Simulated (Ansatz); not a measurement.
## PbS: relaxed-ion elastic tensor

These are results of DFT PBE, scalar-relativistic, plane waves, PAW (Ansatz 0.2.0), not measurements. Plane waves to 420 eV; Γ-centred k mesh 12×12×12; fixed occupations. No spin polarisation.

Relaxed structure:
```
CELL_PARAMETERS angstrom
-2.12449 2.12449 3.00452
2.12449 -2.12449 3.00452
2.12449 2.12449 -3.00452
ATOMIC_POSITIONS crystal
Pb 0.50000 0.50000 0.00000
S 0.00000 0.00000 0.00000
```

The cell has the rock salt type, in a space group that the Crystallography Open Database lists for this formula; it was reached from a generator's guess. Spin–orbit coupling is left out, which matters for heavy elements.

(1) Give the relaxed-ion elastic constants (GPa, Voigt order xx yy zz yz xz xy, on the Cartesian axes of the cell above).

(2) Is the crystal stable against homogeneous strain?

(3) And the moduli of a polycrystal (Hill averages)?

Results:

(1)
```
 90.9  50.8  16.8   0.0   0.0   0.0
 50.8  90.9  16.8   0.0   0.0   0.0
 16.8  16.8 124.8   0.0   0.0   0.0
  0.0   0.0   0.0  20.1   0.0   0.0
  0.0   0.0   0.0   0.0  20.1   0.0
  0.0   0.0   0.0   0.0   0.0  54.0
```

(2) Yes: the least eigenvalue of the tensor is 20.1 GPa.

(3) B = 53 GPa, G = 30 GPa, E = 76 GPa, ν = 0.26.
